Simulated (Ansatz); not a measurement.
# How far is this AlN from the hull?

Method: DFT PBE, scalar-relativistic, plane waves, PAW (Ansatz 0.2.0). Settings: cutoff 420 eV, Γ-centred meshes spaced at most about 0.3 Å⁻¹ (2π included), Gaussian smearing. No spin polarisation.

Energies over the elements count from the elements' standard structures at the same level (N₂ as a molecule), with no fitted energy shifts.

All energies are static (0 K, no zero-point motion).

The competitors are the elements and 1 reference phase of this chemical system (from databases or known types: AlN), relaxed at the same level; other known phases may be missing.

The candidate was reached from: 4-connected net, two elements alternating, changed on relaxing.

Space group P6_3/m (No. 176). a = 7.611 Å, b = 7.611 Å, c = 2.846 Å, α = 90.00°, β = 90.00°, γ = 120.00°
```csv
atom,site,symmetry,x,y,z
Al,6h,m..,0.8585,0.5544,0.7500
N,6h,m..,0.6961,0.5581,0.2500
```

Problem. Where does it stand against these competitors?

Solution. Not the lowest form: another structure of the same formula lies lower. Its formation energy is -0.822 eV/atom. The lowest competing phase at this composition is this:

| phase | space group | source | share of atoms | ΔE_f (eV/atom) |
| --- | --- | --- | --- | --- |
| AlN | P6_3mc (No. 186) | Materials Project | 1.0000 | -1.368 |

The candidate lies 0.55 eV/atom above this phase. The candidate matches no cell in the subsets of the Crystallography Open Database and the Materials Project at hand. The margin is far too high for a likely synthesis.
